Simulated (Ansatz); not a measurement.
# Ru: response to biaxial strain in the a-b plane

The task here is to estimate one member of a computed series from the others.

Method: DFT r2SCAN, scalar-relativistic, plane waves, PAW, in Ansatz 0.2.0.

2 further runs of the same task are left out: 2 set aside as unsound or not needed.

## The system as given

Symmetry: P6_3/mmc, No. 194, hexagonal system. The conventional cell has a = 2.702 Å, b = 2.702 Å, c = 4.266 Å, α = 90.00°, β = 90.00°, γ = 120.00°. Ru (site symmetry -6m2) is surrounded by 12 Ru at 2.64 to 2.70 Å.

Coordinates:

```
Ru
1.0
     2.70246    0.00000    0.00000
    -1.35123    2.34040    0.00000
     0.00000    0.00000    4.26584
Ru
2
Direct
  0.33333 0.66667 0.25000
  0.66667 0.33333 0.75000
```

It goes back to an entry of the Materials Project.

It is the result of an earlier relaxation at this level (volume 13.49 Å³/atom; gap on the mesh: none (metal)).

Set-up of the first run:

Input file input.yaml:

```yaml
crystal:
  lattice:
    - [2.7024647917, 0.0, 0.0]
    - [-1.3512323959, 2.3404031625, 0.0]
    - [0.0, 0.0, 4.2658390119]
  atoms:
    - { symbol: Ru, position: [0.3333333333, 0.6666666667, 0.25] }
    - { symbol: Ru, position: [0.6666666667, 0.3333333333, 0.75] }
basis:
  ecutwfc: 500
kpoints:
  mp_grid: { grid: [24, 24, 12] }
hamiltonian:
  xc: r2scan
scf:
  occupations: { method: gaussian, width: 0.1 }
output:
  forces: true
  stress: true
  eigenvalues: true
```

Run with:

```bash
ansatz run input.yaml --threads 1 --pin off --max-ram 2560MiB --backend cpu --events-out ev --progress --plain --runs-dir out
```

Among the steps run: Zero strain; The cell strained by -1.0 %; The cell strained by +1.0 %; At -2.0 %; Strain +2.0 %; The cell strained by -3.0 %; Strain +3.0 %.

One of the session's tables, all rows but one given; the rest of the session is left out.

It belongs to the step «Energy and stress against strain (a metal throughout)». Lengths are those of the vectors of the cell that was run; stresses in GPa:

| strain (%) | ΔE (meV/atom) | a (Å) | b (Å) | c (Å) |
| --- | --- | --- | --- | --- |
| -3.0 | 61.1 | 2.621 | 2.621 | 4.336 |
| -2.0 | 26.8 | 2.648 | 2.648 | 4.311 |
| -1.0 | ? | ? | ? | ? |
| +0.0 | 0.0 | 2.702 | 2.702 | 4.266 |
| +1.0 | 4.7 | 2.729 | 2.729 | 4.238 |
| +2.0 | 20.0 | 2.757 | 2.757 | 4.215 |
| +3.0 | 44.8 | 2.784 | 2.784 | 4.192 |

Estimate the missing values for strain (%) = -1.0.

Worked estimate for «ΔE (meV/atom)». A straight line through the neighbours (-2.0, 26.8) and (0.0, 0.0) gives 26.8 + (0.0 − 26.8) × (-1.0 + 2.0) / (0.0 + 2.0) = 13.4; a parabola fitted to 4 rows on both sides gives 6.9.

The run gave: ΔE (meV/atom): 6.9; a (Å): 2.675; b (Å): 2.675; c (Å): 4.286. In «ΔE (meV/atom)» the line misses by +6.5 and the parabola by 0.0.

ΔE is over the unstrained cell. Stress in GPa, positive in compression, on the Cartesian axes of the input. 
